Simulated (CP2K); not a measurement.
Runs of CP2K 2026.2 on Ti. It takes space group Fm-3m (No. 225, cubic). Conventional cell: a = 4.060 Å, b = 4.060 Å, c = 4.060 Å, α = 90.00°, β = 90.00°, γ = 90.00°. Around Ti (site symmetry m-3m) lie 12 Ti at 2.87 Å. This isn't the form of Ti at room conditions, which is hcp.

```tsv
task	level	points a segment of the path (NPOINTS)	bands added on the path	gap on the mesh (eV)	pressure (GPa)
single point	PBE	-	-	none	4.3
band structure	LDA	8	2	none	(a)
single point	AM05	-	-	none	0.0
single point	PW91	-	-	none	3.6
band structure	PBEsol	8	2	none	(b)
```

Alike in all rows: potentials or basis POTENTIAL_UZH Ti GTH-PBE-q12; TZVP-MOLOPT-PBE-GTH basis; no spin polarisation; cell as given; k mesh 11 × 11 × 11; smearing fermi-dirac 0.05 eV.

Problem. Estimate the missing entries.

Solution. (a) -4.5; (b) -0.3.

Caveats: the basis of atomic orbitals isn't converged, which shifts pressures, moduli and gaps; the potentials were made for another functional, which shifts forces and pressure (some runs).

A gap of «none» marks a metal or a gap under the smearing width.
